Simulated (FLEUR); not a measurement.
# MnS (Fm-3m) in FLEUR: further runs, part 2 of 2

FLEUR MaX-R8.1 (later development tree). The steps go on from the part before.

## 7. Equation of state, LDA, collinear spin, ferromagnetic start, 18.73 Å³/atom (volume scaled by 1.06)

Changes to inp.xml since step 6:

```diff
@@ -24,3 +24,3 @@
       <xi:include xmlns:xi="http://www.w3.org/2001/XInclude" href="sym.xml"> </xi:include>
-      <bulkLattice scale="1.0131594038">
+      <bulkLattice scale="1.0196128224">
          <bravaisMatrix>
```

Run with:

```console
$ inpgen -f crystal.txt -profile fastHighL
$ # inp.xml edited to the form shown
$ fleur_MPI
```

It took 98 s on 1 thread of Arm Neoverse V1, shared host; peak memory 0.09 GiB.

Results (log left out):

```yaml
Free_energy: -42302.0885 eV
Band_gap_on_the_k_mesh: none (metal or under the smearing width)
Net_moment: 4.72 μB per cell
Site_moments: Mn +4.27; S +0.13 μB
Valence_electrons_inside_the_program's_atomic_spheres: Mn 13.38; S 4.09 (radii Mn 2.35, S 2.07 bohr)
```

Caveat: a cell with one magnetic atom can't hold antiferromagnetic order, which such compounds often take; semilocal functionals often make such compounds metallic where correlation or magnetic order opens a gap, which also shifts bond lengths.

## 8. Band structure, RPBE, collinear spin, ferromagnetic start

Changes to inp.xml since step 7:

```diff
@@ -6,6 +6,6 @@
    <calculationSetup>
-      <cutoffs Kmax="4.73" Gmax="14.7" GmaxXC="14.7" numbands="0"/>
+      <cutoffs Kmax="4.58" Gmax="14.2" GmaxXC="14.2" numbands="0"/>
       <scfLoop itmax="60" minDistance="0.00001" maxIterBroyd="15" imix="Anderson" alpha="0.05" precondParam="0.0" spinf="2.0" sdNocoIR="T"/>
       <coreElectrons ctail="T" frcor="F" kcrel="0" coretail_lmax="0"/>
-      <xcFunctional name="vwn" relativisticCorrections="F"/>
+      <xcFunctional name="Rpbe" relativisticCorrections="F"/>
       <magnetism jspins="2"/>
@@ -24,3 +24,3 @@
       <xi:include xmlns:xi="http://www.w3.org/2001/XInclude" href="sym.xml"> </xi:include>
-      <bulkLattice scale="1.0196128224">
+      <bulkLattice scale="1.0">
          <bravaisMatrix>
@@ -34,3 +34,3 @@
       <species name="Manganese 4.000" element="Mn" atomicNumber="25">
-         <mtSphere radius="2.35" gridPoints="801" logIncrement="0.015"/>
+         <mtSphere radius="2.42" gridPoints="801" logIncrement="0.015"/>
          <atomicCutoffs lmax="10" lnonsphr="8"/>
@@ -50,3 +50,3 @@
       <species name="Sulfur (S)" element="S" atomicNumber="16">
-         <mtSphere radius="2.07" gridPoints="707" logIncrement="0.016"/>
+         <mtSphere radius="2.14" gridPoints="707" logIncrement="0.016"/>
          <atomicCutoffs lmax="9" lnonsphr="7"/>
```

Input file crystal.txt:

```
MnS
&input cartesian=F /
0.0000000000  2.6045000000  2.6045000000
2.6045000000  0.0000000000  2.6045000000
2.6045000000  2.6045000000  0.0000000000
1.8897261246
1.0 1.0 1.0

2
25 0.0000000000  0.0000000000  0.0000000000 : 4.000
16 0.5000000000  0.5000000000  0.5000000000

&kpt div1=9 div2=9 div3=9 gamma=T /
```

Changes to inp.xml (bands) since step 2:

```diff
@@ -9,3 +9,3 @@
       <coreElectrons ctail="T" frcor="F" kcrel="0" coretail_lmax="0"/>
-      <xcFunctional name="vwn" relativisticCorrections="F"/>
+      <xcFunctional name="Rpbe" relativisticCorrections="F"/>
       <magnetism jspins="2"/>
```

Potentials or basis: all-electron, FLAPW.

Run with:

```console
$ inpgen -f crystal.txt -profile fastHighL
$ # inp.xml edited to the form shown
$ fleur_MPI
$ fleur_MPI   # second run, on inp.xml (bands)
```

Standard output:

```text
Welcome to FLEUR        (www.flapw.de)
      MaX-Release 8.1          (www.max-centre.eu)

 ========== k-point set info ==========
 Selected k-point list: default-1
 k-point list type: mesh
 9 x 9 x 9
 Number of k points: 35

 ------------Calculation Setup---------------------------
 Number of MPI-tasks      :            1
 Number of PE/node        :            1
 Number of OMP-threads    :            1
 Most efficient MPI parallelization for:
           1           5           7          35
 Additional eigenvalue parallelization possible
 Number of basis functions:          464
 Approximate size of matrices (H+S) per k-point:         0.003 GB
 --------------------------------------------------------
 Iteration:     1   Distance:      11.83385113 me/bohr^3
 Iteration:     2   Distance:      11.34951862 me/bohr^3
 Iteration:     3   Distance:       4.28599953 me/bohr^3
 Iteration:     4   Distance:       2.75467380 me/bohr^3
 Iteration:     5   Distance:       1.37742289 me/bohr^3
 Iteration:     6   Distance:       0.71729781 me/bohr^3
 Iteration:     7   Distance:       0.73344600 me/bohr^3
 Iteration:     8   Distance:       0.21045630 me/bohr^3
 Iteration:     9   Distance:       0.14983095 me/bohr^3
 Iteration:    10   Distance:       0.02259076 me/bohr^3
 Iteration:    11   Distance:       0.00834131 me/bohr^3
 Iteration:    12   Distance:       0.00283497 me/bohr^3
 Iteration:    13   Distance:       0.00244523 me/bohr^3
 Iteration:    14   Distance:       0.00201556 me/bohr^3
 Iteration:    15   Distance:       0.00028326 me/bohr^3
 Iteration:    16   Distance:       0.00025677 me/bohr^3
 Iteration:    17   Distance:       0.00024242 me/bohr^3
 Iteration:    18   Distance:       0.00007874 me/bohr^3
 Iteration:    19   Distance:       0.00002355 me/bohr^3
 Iteration:    20   Distance:       0.00002276 me/bohr^3
 Iteration:    21   Distance:       0.00000768 me/bohr^3

 ********************************************************************
 Run finished successfully
 Stop message:
   all done
 ********************************************************************
```

output (bands):

```text
Welcome to FLEUR        (www.flapw.de)
      MaX-Release 8.1          (www.max-centre.eu)

 ========== k-point set info ==========
 Selected k-point list: path-1
 k-point list type: path
 Number of k points: 60

 ------------Calculation Setup---------------------------
 Number of MPI-tasks      :            1
 Number of PE/node        :            1
 Number of OMP-threads    :            1
 Most efficient MPI parallelization for:
           1           2           3           4           5           6          10          12          15          20          30          60
 Additional eigenvalue parallelization possible
 Number of basis functions:          466
 Approximate size of matrices (H+S) per k-point:         0.003 GB
 --------------------------------------------------------
 Fermi energy correction for metals:
 Fermi energy in bands.* files may not be consistent with last density.
 Please correct it manually (e.g. in band.gnu file).

 Note: Band structure data (together with different weights) is also stored in the banddos.hdf file.
       A convenient way of extracting and plotting the data from that file is by making use of the

 ********************************************************************
 Run finished successfully
 Stop message:
   Charge density postprocessing done.
 ********************************************************************
```

Wall time 93 s (1 thread of Arm Neoverse V2, shared host); peak memory 0.08 GiB.

Results:

* Free energy: -42400.6230 eV
* Band gap along the path: none (metal or under the smearing width)
* Net moment: 4.85 μB per cell
* Site moments: Mn +4.45; S +0.14 μB
* Valence electrons inside the program's atomic spheres: Mn 13.49; S 4.44 (radii Mn 2.42, S 2.14 bohr)

Levels at the corners of the path, in eV from the Fermi level:
Spin up:
```csv
point,band 10,band 11,band 12,band 13,band 14,band 15,band 16,band 17
Γ,-3.52,-2.06,-2.06,-2.06,1.72,8.35,8.35,8.35
X,-3.28,-2.98,-2.98,-2.50,0.75,5.33,10.17,11.89
W,-2.90,-2.90,-2.68,-2.26,3.98,6.54,7.04,7.04
K,-3.05,-2.79,-2.46,-1.62,2.40,6.09,8.37,8.73
Γ,-3.52,-2.06,-2.06,-2.06,1.72,8.35,8.35,8.35
L,-3.11,-2.73,0.17,0.17,2.79,5.23,5.23,8.44
U,-3.05,-2.79,-2.46,-1.62,2.40,6.09,8.37,8.73
W,-2.90,-2.90,-2.68,-2.26,3.98,6.54,7.04,7.04
L,-3.11,-2.73,0.17,0.17,2.79,5.23,5.23,8.44
K,-3.05,-2.79,-2.46,-1.62,2.40,6.09,8.37,8.73
U,-3.05,-2.79,-2.46,-1.62,2.40,6.09,8.37,8.73
X,-3.28,-2.98,-2.98,-2.50,0.75,5.33,10.17,11.89
```
Spin down:
```csv
point,band 5,band 6,band 7,band 8,band 9,band 10,band 11,band 12
Γ,-14.44,-1.85,-1.85,-1.85,0.55,0.55,0.58,0.58
X,-13.03,-5.69,-3.35,-3.35,-0.58,1.00,1.84,1.85
W,-12.95,-4.87,-4.87,-4.25,1.28,1.28,1.41,1.71
K,-12.98,-5.28,-4.87,-3.48,0.52,1.71,1.72,1.84
Γ,-14.44,-1.85,-1.85,-1.85,0.55,0.55,0.58,0.58
L,-13.20,-6.45,-3.45,-3.45,1.59,1.59,1.77,3.34
U,-12.98,-5.28,-4.87,-3.48,0.52,1.71,1.72,1.84
W,-12.95,-4.87,-4.87,-4.25,1.28,1.28,1.41,1.71
L,-13.20,-6.45,-3.45,-3.45,1.59,1.59,1.77,3.34
K,-12.98,-5.28,-4.87,-3.48,0.52,1.71,1.72,1.84
U,-12.98,-5.28,-4.87,-3.48,0.52,1.71,1.72,1.84
X,-13.03,-5.69,-3.35,-3.35,-0.58,1.00,1.84,1.85
```

Core levels (eV from the Fermi level):
```csv
atom,levels
1 Mn,"1s1/2 -6422.7, 2s1/2 -738.2, 2p1/2 -630.6, 2p3/2 -620.2"
2 S,"1s1/2 -2399.7, 2s1/2 -205.7, 2p1/2 -150.9, 2p3/2 -149.6"
```

Caveat: a cell with one magnetic atom can't hold antiferromagnetic order, which such compounds often take; semilocal functionals often make such compounds metallic where correlation or magnetic order opens a gap, which also shifts bond lengths.
